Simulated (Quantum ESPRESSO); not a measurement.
BN:

```
N B
1.0
     2.49824    0.00000    0.00000
    -1.24912    2.16354    0.00000
     0.00000    0.00000    6.63570
N B
2 2
Direct
  0.66667 0.33333 0.25000
  0.33333 0.66667 0.75000
  0.66667 0.33333 0.75000
  0.33333 0.66667 0.25000
```

Base run:

| Property | Result |
| --- | --- |
| Program | Quantum ESPRESSO 7.5 |
| Functional | LDA |
| Potentials or basis | PseudoDojo 0.4.1 SR LDA standard |
| Cutoff | 1143 eV |
| Density cutoff | 4572 eV |
| k mesh | 12 × 12 × 4 |
| Occupations | fermi-dirac, width 0.05 eV |
| Spin | no spin polarisation |

Its results: band gap on the k mesh 4.13 eV, indirect (least direct gap 4.55 eV); pressure -2.9 GPa.

Task: The run is repeated on the same cell with these changes: potentials or basis from PseudoDojo 0.4.1 SR LDA standard to JTH 2.0 LDA; cutoff from 1143 eV to 680 eV; density cutoff from 4572 eV to 4082 eV. What comes out?

Result: Band gap on the k mesh 4.09 eV, indirect (least direct gap 4.52 eV); pressure -3.4 GPa.

Caveats: some levels on the path didn't converge.

A k mesh can miss the band edges.
